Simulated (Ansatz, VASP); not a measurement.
## Two plane-wave programs on HfO2

```
Hf O
1.0
     0.00000    2.42963    2.62144
     2.42963    0.00000    2.62144
     2.42963    2.42963    0.00000
Hf O
1 2
Direct
  0.00000 0.00000 0.00000
  0.25000 0.25000 0.25000
  0.75000 0.75000 0.75000
```

Change from the starting cell: strain -0.050 along x and y, +0.025 along z, atoms carried along.

Alike in both runs: task single point; functional PBEsol; k mesh 8 × 8 × 8; occupations gaussian, width 0.05 eV; no spin polarisation.

|  | VASP | Ansatz |
| --- | --- | --- |
| version | VASP 6.6.1 | Ansatz 0.2.0 |
| potentials or method | VASP PAW PBE potentials, release 64 (Hf_pv, O) | scalar-relativistic, plane waves, PAW |
| plane-wave cutoff (eV) | 520 | 420 |
| valence electrons in the cell | 22 | 38 |

```csv
,VASP,Ansatz,Ansatz less VASP
gap on the k mesh at the Fermi level (eV),2.82,2.80,-0.017
least direct gap on the mesh (eV),3.20,3.18,-0.023
pressure (GPa),6.4,10.4,+3.98
largest component of the traceless stress (GPa),25.63,25.11,-0.523
```

One of these differences is far larger than is usual between the two programs; its cause wasn't traced. The two sets of potentials don't hold the same shells in valence.

Caveats: the PAW data sets were made with another functional, which shifts forces and pressure a little (VASP); spin-orbit coupling is left out, which moves the levels of the heavy elements. A k mesh can miss the band edges.
